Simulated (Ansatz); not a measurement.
Tetradymite Sb2Te3 was calculated with r²SCAN-D4 in Ansatz (plane waves, PAW).

Settings: plane-wave cutoff 500 eV, 12×12×12 k mesh, Fermi–Dirac smearing 0.05 eV, scalar-relativistic PAW data made under PBE.

Computed at the level's own relaxed cell.

Problem. Estimate the volume per atom, lattice constant a, c axis length and band gap that the calculation returns.

Solution. 
- volume per atom: 33.06 Å³/atom
- lattice constant a: 4.289 Å
- c axis length: 31.127 Å
- band gap: 0.34 eV (on the SCF k mesh)

Measured, for comparison: band gap 0.3 eV (temperature not stated, no zero-point or thermal correction, compiled measured gap; kind and temperature not stated, our sources range from 0.17 to 0.30; as tabulated in Kothakonda et al. (2022), arXiv:2208.02841); lattice constant a 4.264 Å (302 K, no zero-point or thermal correction, our sources range from 4.256 to 4.264; as tabulated in Anderson, Krause, Acta Cryst. B 30, 1307 (1974), by the American Mineralogist …); lattice parameter c 30.458 Å (302 K, no zero-point or thermal correction, our sources range from 30.363 to 30.458; as tabulated in Anderson, Krause, Acta Cryst. B 30, 1307 (1974), by the American Mineralogist …). Computed (rounded) less measured: lattice constant a +0.6 % (+0.6 % to +0.8 % over the range), lattice parameter c +2.2 % (+2.2 % to +2.5 % over the range).

Spin–orbit coupling is not included; with these elements it can move the gap by several tenths of an eV or more.

Static lattice: no zero-point or thermal effects.

Ansatz is a quantum-chemistry and plane-wave program.
